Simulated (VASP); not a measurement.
# Ir (Fm-3m) in VASP: notebook

One crystal, Ir, is run at these levels: PBEsol; tasks: relaxation of cell and atoms.

Everything below comes from runs of VASP 6.6.1. Logs are shortened: lines on timing, memory, paths and dates and some standing lists are left out, and cuts for length are marked.

### Step 1. Starting point

It takes space group Fm-3m (No. 225, cubic). Conventional cell: a = 3.835 Å, b = 3.835 Å, c = 3.835 Å, α = 90.00°, β = 90.00°, γ = 90.00°. Around Ir (site symmetry m-3m) lie 12 Ir at 2.71 Å.

### Step 2. Relaxation of cell and atoms, PBEsol

INCAR

```
PREC = Accurate
ENCUT = 600
EDIFF = 1E-7
ISMEAR = 1
SIGMA = 0.1
LREAL = False
LASPH = True
NELM = 80
ALGO = Normal
ISIF = 3
LWAVE = False
LCHARG = False
GGA = PS
IBRION = 2
NSW = 90
EDIFFG = -0.005
KPAR = 4
```

KPOINTS

```
Automatic mesh
0
Gamma
  16 16 16
```

POSCAR

```
Ir                                      
1.0
   -0.0000000000      1.9172882887      1.9172882887
    1.9172882887      0.0000000000      1.9172882887
    1.9172882887      1.9172882887      0.0000000000
  Ir            
     1
Direct
     0.0000000000000000    0.0000000000000000    0.0000000000000000
```

Potentials or basis: VASP PAW PBE potentials, release 64 (Ir).

Command:

```bash
> cat potpaw_PBE.64/Ir/POTCAR > POTCAR
> mpirun -np 4 vasp_std > vasp.out
```

OUTCAR:

```text
PREC = Accurate
   ENCUT = 600
   EDIFF = 1E-7
   ISMEAR = 1
   LREAL = False
   LASPH = True
   NELM = 80
   ISIF = 3
   GGA = PS
   IBRION = 2
   NSW = 90
   EDIFFG = -0.005

 ion  position               nearest neighbor table
   1  0.000  0.000  0.000-

  LATTYP: Found a face centered cubic cell.
 ALAT       =     3.8345765774

  Lattice vectors:

 A1 = (   0.0000000000,   1.9172882887,   1.9172882887)
 A2 = (   1.9172882887,   0.0000000000,   1.9172882887)
 A3 = (   1.9172882887,   1.9172882887,   0.0000000000)

Analysis of symmetry for initial positions (statically):
=====================================================================
 Subroutine PRICEL returns:
 Original cell was already a primitive cell.

 Routine SETGRP: Setting up the symmetry group for a
 face centered cubic supercell.

 Subroutine GETGRP returns: Found 48 space group operations
 (whereof 48 operations were pure point group operations)
 out of a pool of 48 trial point group operations.

The static configuration has the point symmetry O_h .

Analysis of symmetry for dynamics (positions and initial velocities):
=====================================================================
 Subroutine PRICEL returns:
 Original cell was already a primitive cell.

 Routine SETGRP: Setting up the symmetry group for a
 face centered cubic supercell.

 Subroutine GETGRP returns: Found 48 space group operations
 (whereof 48 operations were pure point group operations)
 out of a pool of 48 trial point group operations.

The dynamic configuration has the point symmetry O_h .

 Subroutine INISYM returns: Found 48 space group operations
 (whereof 48 operations are pure point group operations),
 and found     1 'primitive' translations

----------------------------------------------------------------------------------------

                                     Primitive cell

  volume of cell :      14.0959

  direct lattice vectors                    reciprocal lattice vectors
     0.000000000  1.917288289  1.917288289    -0.260784986  0.260784986  0.260784986
     1.917288289  0.000000000  1.917288289     0.260784986 -0.260784986  0.260784986
     1.917288289  1.917288289  0.000000000     0.260784986  0.260784986 -0.260784986

  length of vectors
     2.711455101  2.711455101  2.711455101     0.451692846  0.451692846  0.451692846

  position of ions in fractional coordinates (direct lattice)
     0.000000000  0.000000000  0.000000000

  ion indices of the primitive-cell ions
   primitive index   ion index
                 1           1

----------------------------------------------------------------------------------------

 KPOINTS: Automatic mesh

Automatic generation of k-mesh.
 Grid dimensions read from file:
 generate k-points for:   16   16   16

 Generating k-lattice:

  Cartesian coordinates                     Fractional coordinates (reciprocal lattice)
    -0.016299062  0.016299062  0.016299062     0.062500000  0.000000000  0.000000000
     0.016299062 -0.016299062  0.016299062     0.000000000  0.062500000  0.000000000
     0.016299062  0.016299062 -0.016299062     0.000000000  0.000000000  0.062500000

  Length of vectors
     0.028230803  0.028230803  0.028230803

  Shift w.r.t. Gamma in fractional coordinates (k-lattice)
     0.000000000  0.000000000  0.000000000

 Subroutine IBZKPT returns following result:
 ===========================================

 Found    145 irreducible k-points:

 Following reciprocal coordinates:
            Coordinates               Weight
  0.000000  0.000000  0.000000      1.000000
  0.062500  0.000000  0.000000      8.000000
  0.125000  0.000000  0.000000      8.000000
  0.187500  0.000000  0.000000      8.000000
  0.250000  0.000000  0.000000      8.000000
  0.312500  0.000000  0.000000      8.000000
[... 16 lines left out ...]
 -0.125000  0.062500  0.000000     24.000000
 -0.062500  0.062500  0.000000     12.000000
 [... further k-points ...]
   k-points           NKPTS =    145   k-points in BZ     NKDIM =    145   number of bands    NBANDS=      8
   number of dos      NEDOS =    301   number of ions     NIONS =      1
   total plane-waves  NPLWV =  13824
   dimension x,y,z NGX =    24 NGY =   24 NGZ =   24
   dimension x,y,z NGXF=    48 NGYF=   48 NGZF=   48
   ions per type =               1
   NGX,Y,Z   is equivalent  to a cutoff of  14.71, 14.71, 14.71 a.u.
   NGXF,Y,Z  is equivalent  to a cutoff of  29.43, 29.43, 29.43 a.u.
 SYSTEM =  unknown system
   PREC   = accura    normal or accurate (medium, high low for compatibility)
   ISTART =      0    job   : 0-new  1-cont  2-samecut
   ICHARG =      2    charge: 1-file 2-atom 10-const
   ISPIN  =      1    spin polarized calculation?
   LNONCOLLINEAR =      F non collinear calculations
   LSORBIT =      F    spin-orbit coupling
   LASPH  =      T    aspherical Exc in radial PAW
   ENCUT  =  600.0 eV  44.10 Ry    6.64 a.u.   5.42  5.42  5.42*2*pi/ulx,y,z
   NELM   =     80;   NELMIN=  2; NELMDL= -5     # of ELM steps
   EDIFF  = 0.1E-06   stopping-criterion for ELM
   LREAL  =      F    real-space projection
   EDIFFG = -.5E-02   stopping-criterion for IOM
   NSW    =     90    number of steps for IOM
   IBRION =      2    ionic relax: 0-MD 1-quasi-New 2-CG
   NFREE  =      1    steps in history (QN), initial steepest desc. (CG)
   ISIF   =      3    stress and relaxation
   ISYM   =      2    0-nonsym 1-usesym 2-fastsym
   POTIM  = 0.5000    time-step for ionic-motion
   TEBEG  =    0.0;   TEEND  =   0.0 temperature during run
   PSTRESS=    0.0 pullay stress
   NELECT =       9.0000    total number of electrons
   NUPDOWN=      -1.0000    fix difference up-down
   EMIN   =  10.00;   EMAX   =-10.00  energy-range for DOS
   EFERMI =   0.00;   METHOD = LEGACY
   ISMEAR =     1;   SIGMA  =   0.10  broadening in eV -4-tet -1-fermi 0-gaus
   EFERMI_NEDOS =   21; number of points for ismear=-14 and -15
   IALGO  =     38    algorithm
   IMIX   =      4    mixing-type and parameters
     AMIX     =   0.40;   BMIX     =  1.00
     AMIX_MAG =   1.60;   BMIX_MAG =  1.00
  volume/ion in A,a.u.               =      14.10        95.12
  Fermi-wavevector in a.u.,A,eV,Ry     =   1.409694  2.663936 27.038011  1.987238
  Thomas-Fermi vector in A             =   2.531724
   LORBIT       =      0    0 simple, 1 ext, 2 COOP (PROOUT), +10 PAW based schemes
   GGA     = PS    functional components
   LHFCALC =     F    Hartree Fock is set to
   AEXX    =    0.0000 exact exchange contribution
   IVDW    =     0    specifies the selected vdW correction
   LEPSILON=     F    determine dielectric tensor
   LRPA    =     F    only Hartree local field effects (RPA)
 conjugate gradient relaxation of ions
 non-spin polarized calculation
 Methfessel and Paxton  Order N= 1 SIGMA  =   0.10
  energy-cutoff  :      600.00
  volume of cell :       14.10
 maximum number of plane-waves:       495
 NGX is ok and might be reduce to    24
   NGX = 11   NGY = 11   NGZ = 11

 number of electron       9.0000000 magnetization

 Free energy of the ion-electron system (eV)
  ---------------------------------------------------
  ext. energy  EPLUGINS =         0.00000000
  ---------------------------------------------------
  free energy    TOTEN  =        -9.80953209 eV

  energy without entropy =       -9.80926419  energy(sigma->0) =       -9.80944279

 E-fermi :  10.3084     XC(G=0): -14.1217

 val. band max:       10.3048173294   @ k =   0.3750   0.0625   0.0000
 cond. band min:      10.3111588072   @ k =   0.3125   0.2500   0.0625
 fundamental gap:      0.0063414778
 Fermi energy:        10.3084354721

 k-point     1 :       0.0000    0.0000    0.0000
  band No.  band energies     occupation
      1      -0.9213      2.00000
      2       6.3889      2.00000
      3       6.3889      2.00000
      4       6.3889      2.00000
      5       9.1220      2.00000
      6       9.1220      2.00000
      7      24.6189      0.00000
      8      30.2156      0.00000

 k-point     2 :       0.0625    0.0000    0.0000
  band No.  band energies     occupation
      1      -0.7468      2.00000
      2       6.2950      2.00000
      3       6.4650      2.00000
      4       6.4650      2.00000
      5       9.0726      2.00000
      6       9.0726      2.00000
      7      24.9219      0.00000
      8      29.2978      0.00000

 k-point     3 :       0.1250    0.0000    0.0000
  band No.  band energies     occupation
      1      -0.2462      2.00000
      2       6.0647      2.00000
      3       6.6555      2.00000
      4       6.6555      2.00000
      5       8.9764      2.00000
      6       8.9764      2.00000
      7      25.7292      0.00000
      8      27.6129      0.00000

 k-point     4 :       0.1875    0.0000    0.0000
  band No.  band energies     occupation
      1       0.4978      2.00000
      2       5.8427      2.00000
      3       6.8336      2.00000
      4       6.8336      2.00000
      5       8.9916      2.00000
      6       8.9916      2.00000
      7      25.7788      0.00000
      8      26.7990      0.00000

 k-point     5 :       0.2500    0.0000    0.0000
  band No.  band energies     occupation
      1       1.3002      2.00000
      2       5.8654      2.00000
      3       6.8394      2.00000
      4       6.8394      2.00000
      5       9.2988      2.00000
      6       9.2988      2.00000
      7      24.0754      0.00000
      8      27.0958      0.00000
[... 177 lines left out ...]
 k-point    22 :      -0.1875    0.0625    0.0000
  band No.  band energies     occupation
      1       0.9172      2.00000
      2       5.6742      2.00000
      3       6.8883      2.00000
      4       6.9727      2.00000
      5       8.6204      2.00000
      6       9.5075      2.00000
      7      25.3642      0.00000
      8      27.2158      0.00000

 k-point    23 :      -0.1250    0.0625    0.0000
  band No.  band energies     occupation
      1       0.1275      2.00000
      2       5.8642      2.00000
      3       6.7958      2.00000
      4       6.8172      2.00000
      5       8.6410      2.00000
      6       9.2347      2.00000
      7      26.2944      0.00000
      8      27.0454      0.00000

 k-point    24 :      -0.0625    0.0625    0.0000
  band No.  band energies     occupation
      1      -0.4623      2.00000
      2       6.1256      2.00000
      3       6.5709      2.00000
      4       6.6238      2.00000
      5       8.8612      2.00000
      6       9.1477      2.00000
      7      25.4014      0.00000
      8      28.4730      0.00000

 [... further k-points ...]

------------------------ aborting loop because EDIFF is reached ----------------------------------------

  FORCE on cell =-STRESS in cart. coord.  units (eV):
  Direction    XX          YY          ZZ          XY          YZ          ZX
  --------------------------------------------------------------------------------------
  -------------------------------------------------------------------------------------
  Total        0.0004309      0.0004309      0.0004309     -0.0000000     -0.0000000     -0.0000000
  in kB        0.0489729      0.0489729      0.0489729     -0.0000000     -0.0000000     -0.0000000
  external PRESSURE =       0.0489729 kB  Pullay stress =       0.0000000 kB

 VOLUME and BASIS-vectors are now :
 -----------------------------------------------------------------------------
  energy-cutoff  :      600.00
  volume of cell :       14.10
      direct lattice vectors                 reciprocal lattice vectors
     0.000000000  1.917288289  1.917288289    -0.260784986  0.260784986  0.260784986
     1.917288289  0.000000000  1.917288289     0.260784986 -0.260784986  0.260784986
     1.917288289  1.917288289  0.000000000     0.260784986  0.260784986 -0.260784986

 POSITION                                       TOTAL-FORCE (eV/Angst)
 -----------------------------------------------------------------------------------
      0.00000      0.00000      0.00000         0.000000      0.000000      0.000000
 -----------------------------------------------------------------------------------
    total drift:                               -0.000000      0.000000     -0.000000

  FREE ENERGIE OF THE ION-ELECTRON SYSTEM (eV)
  ---------------------------------------------------
  free  energy   TOTEN  =        -9.8095320925 eV

  energy  without entropy=       -9.8092641853  energy(sigma->0) =       -9.80944279

 reached required accuracy - stopping structural energy minimisation
```

Run time: 4 s. Hardware: 4 MPI ranks of Intel Xeon Platinum 8488C (Sapphire Rapids), shared host; peak memory 0.15 GiB.

Results:

```yaml
Free_energy: -9.8095 eV
Pressure_after_relaxing: 0.0 GPa
Band_gap_on_the_k_mesh: none (metal or under the smearing width)
```

Final structure:
```
Ir
1.0
     0.00000    1.91729    1.91729
     1.91729    0.00000    1.91729
     1.91729    1.91729    0.00000
Ir
1
Direct
  0.00000 0.00000 0.00000
```

Caveat: the relaxation stopped at its first step, so nothing moved; the PAW data sets were made with another functional, which shifts forces and pressure a little.

### Step 3. Relaxation of cell and atoms, PBEsol

This run uses another cell than the first one, of 14.06 Å³/atom, 0.997 times its volume.

INCAR

```
  ALGO = Normal
  EDIFF = 1E-6
  EDIFFG = -0.01
  ENCUT = 600
  GGA = PS
  IBRION = 2
  ISIF = 3
  ISMEAR = 1
  LASPH = True
  LCHARG = False
  LREAL = False
  LWAVE = False
  NELM = 80
  NSW = 90
  PREC = Accurate
  SIGMA = 0.1
```

KPOINTS

```
k-points
0
Gamma
  16 16 16
```

POSCAR

```
Ir
1.0
    0.0000000000      1.9156000000      1.9156000000
    1.9156000000      0.0000000000      1.9156000000
    1.9156000000      1.9156000000      0.0000000000
Ir
1
Direct
    0.0000000000      0.0000000000      0.0000000000
```

Potentials or basis: VASP PAW PBE potentials, release 64 (Ir).

Command:

```bash
> cat potpaw_PBE.64/Ir/POTCAR > POTCAR
> mpirun -np 1 vasp_std > vasp.out
```

It took 36 s on 1 thread of Intel Xeon Platinum 8175M at 2.50GHz (Skylake/Cascade Lake), shared host; peak memory 0.16 GiB.

It converged, with:

* Free energy: -9.8095 eV
* Relaxed volume: 14.10 Å³/atom
* Relaxed cell: a = 2.711 Å, b = 2.711 Å, c = 2.711 Å, α = 60.00°, β = 60.00°, γ = 60.00°
* Space group after relaxing (to 0.05 Å): Fm-3m (No. 225)
* Energy gained by relaxing: 0.1 meV/atom
* Ionic steps: 3
* Pressure after relaxing: 0.0 GPa
* Band gap on the k mesh: none (metal or under the smearing width)

Step by step:
| step | energy change (eV) | largest force (eV/Å) | pressure (GPa) | volume (Å³) |
| --- | --- | --- | --- | --- |
| 1 | 0.0000 | 0.0000 | 1.04 | 14.06 |
| 2 | 0.0018 | 0.0000 | -3.97 | 14.24 |
| 3 | -0.0001 | 0.0000 | -0.02 | 14.10 |

Final structure:
```
Ir
1.0
     0.00000    1.91729    1.91729
     1.91729    0.00000    1.91729
     1.91729    1.91729    0.00000
Ir
1
Direct
  0.00000 0.00000 0.00000
```

Levels at points of the mesh, in eV from the Fermi level:
```csv
k point,band 2,band 3,band 4,band 5,band 6,band 7
"(0.00, 0.00, 0.00)",-3.92,-3.92,-3.92,-1.19,-1.19,14.31
"(0.50, 0.00, 0.00)",-4.02,-4.02,-0.83,0.92,0.92,7.27
"(0.50, 0.50, 0.00)",-7.40,0.90,1.50,1.50,1.65,10.52
```

Caveat: the PAW data sets were made with another functional, which shifts forces and pressure a little. The run has no spin-orbit coupling, so splittings on Ir are missing.

### Step 4. Relaxation of cell and atoms, PBEsol

Edit INCAR of step 3 so:

```diff
@@ -1,4 +1,4 @@
   ALGO = Normal
-  EDIFF = 1E-6
-  EDIFFG = -0.01
+  EDIFF = 1E-7
+  EDIFFG = -0.005
   ENCUT = 600
```

KPOINTS is that of step 3.

POSCAR

```
Ir                                      
1.0
    0.0000000000      1.9172882864      1.9172882864
    1.9172882864      0.0000000000      1.9172882864
    1.9172882864      1.9172882864     -0.0000000000
  Ir            
     1
Direct
     0.0000000000000000    0.0000000000000000    0.0000000000000000
```

Command:

```bash
> cat potpaw_PBE.64/Ir/POTCAR > POTCAR
> mpirun -np 1 vasp_std > vasp.out
```

Run time: 22 s. Hardware: 1 thread of Intel Xeon Platinum 8175M at 2.50GHz (Skylake/Cascade Lake), shared host; peak memory 0.16 GiB.

It converged, with:

- Free energy: -9.8095 eV
- Pressure after relaxing: 0.0 GPa
- Band gap on the k mesh: none (metal or under the smearing width)

Final structure:
```
Ir
1.0
     0.00000    1.91729    1.91729
     1.91729    0.00000    1.91729
     1.91729    1.91729    0.00000
Ir
1
Direct
  0.00000 0.00000 0.00000
```

Levels at points of the mesh, in eV from the Fermi level:
| k point | band 1 | band 2 | band 3 | band 4 | band 5 | band 6 | band 7 | band 8 |
| --- | --- | --- | --- | --- | --- | --- | --- | --- |
| (0.00, 0.00, 0.00) | -11.23 | -3.92 | -3.92 | -3.92 | -1.19 | -1.19 | 14.31 | 19.91 |
| (0.50, 0.00, 0.00) | -8.18 | -4.02 | -4.02 | -0.83 | 0.92 | 0.92 | 7.27 | 13.84 |
| (0.50, 0.50, 0.00) | -7.98 | -7.40 | 0.90 | 1.50 | 1.50 | 1.65 | 10.52 | 11.68 |

Caveat: the relaxation stopped at its first step, so nothing moved; the PAW data sets were made with another functional, which shifts forces and pressure a little. The run has no spin-orbit coupling, so splittings on Ir are missing.
